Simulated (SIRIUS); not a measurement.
A run of SIRIUS 7.10.0 is set up as follows.

The input sirius.json:

```json
{
  "control": {
    "processing_unit": "cpu",
    "verbosity": 2,
    "num_bands_to_print": 15,
    "print_forces": true,
    "print_stress": true
  },
  "parameters": {
    "electronic_structure_method": "pseudopotential",
    "xc_functionals": ["XC_GGA_X_PBE", "XC_GGA_C_PBE"],
    "gk_cutoff": 9.1,
    "pw_cutoff": 18.2,
    "ngridk": [10, 10, 10],
    "shiftk": [0, 0, 0],
    "smearing": "fermi_dirac",
    "smearing_width": 0.0018374661,
    "num_bands": 15,
    "num_mag_dims": 0,
    "num_dft_iter": 100,
    "energy_tol": 1e-08,
    "density_tol": 1e-06
  },
  "iterative_solver": {
    "type": "davidson",
    "min_tolerance": 1e-10
  },
  "mixer": {
    "type": "anderson",
    "beta": 0.7,
    "max_history": 8
  },
  "settings": {
    "tol_ne": 1e-10
  },
  "unit_cell": {
    "lattice_vectors": [
      [0.0, 4.46920228474, 4.46920228474],
      [4.46920228474, 0.0, 4.46920228474],
      [4.46920228474, 4.46920228474, 0.0]
    ],
    "atom_coordinate_units": "lattice",
    "atom_types": ["Zr", "C"],
    "atom_files": {
      "Zr": "Zr.json",
      "C": "C.json"
    },
    "atoms": {
      "Zr": [
        [0.5, 0.5, 0.5]
      ],
      "C": [
        [0.0, 0.0, 0.0]
      ]
    }
  }
}
```

Potentials or basis: PseudoDojo 0.4.1 PBE standard (scalar relativistic).

The run is started by

```sh
$ upf_to_json Zr.upf
$ upf_to_json C.upf
$ OMP_NUM_THREADS=1 sirius.scf --input=sirius.json --output=out.json --task=0
```

(1) What does it give for the pressure?

(2) Predict the band gap on the k mesh.

Answers

(1) -2.8 GPa.

(2) none (metal or under the smearing width).
